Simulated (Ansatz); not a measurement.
The system is HfC.

```
CELL_PARAMETERS angstrom
0.00000 2.32500 2.32500
2.32500 0.00000 2.32500
2.32500 2.32500 0.00000
ATOMIC_POSITIONS crystal
Hf 0.50000 0.50000 0.50000
C 0.00000 0.00000 0.00000
```

```yaml
Program: Ansatz 0.2.0
Task: relaxation of cell and atoms
Functional: HF
Potentials_or_basis: Ansatz PAW
Cutoff: "420 eV (not typed: the program's choice for these potentials)"
k_mesh: 5 × 5 × 5
Occupations: fermi-dirac, width 0.05 eV
Spin: no spin polarisation
```

At the start: volume 12.57 Å³/atom.

Question: How do energy, volume and symmetry change on relaxing?

Answer: It ends after 8 steps and the volume is 13.42 Å³/atom (+6.8 %); space group Fm-3m (No. 225, to 0.05 Å).

Step by step:
```csv
step,energy change (eV),largest force (eV/Å),volume (Å³)
1,0.0000,0.0000,25.14
2,0.0112,0.0000,28.62
3,-0.0807,0.0000,26.95
4,-0.0819,0.0000,26.79
5,-0.0819,0.0000,26.80
6,-0.0901,0.0000,26.80
7,-0.0901,0.0000,26.84
8,-0.0902,0.0000,26.84
```

Final structure:
```yaml
crystal:
  lattice:
    - [0.00000, 2.37626, 2.37626]
    - [2.37626, 0.00000, 2.37626]
    - [2.37626, 2.37626, 0.00000]
  atoms:
    - { symbol: Hf, position: [0.50000, 0.50000, 0.50000] }
    - { symbol: C, position: [0.00000, 0.00000, 0.00000] }
```

Caveat: the k mesh is coarse (spacing up to 0.47 Å⁻¹), so the values aren't converged, least of all with exact exchange; the plane-wave basis is chosen anew once the cell has moved, so the energies of steps on either side of that aren't comparable; the pressure holds a Pulay correction of +0.6 GPa for the finite cutoff; the PAW data sets come from PBE, with cores solved anew for the run's functional, which leaves a small shift of forces and pressure.
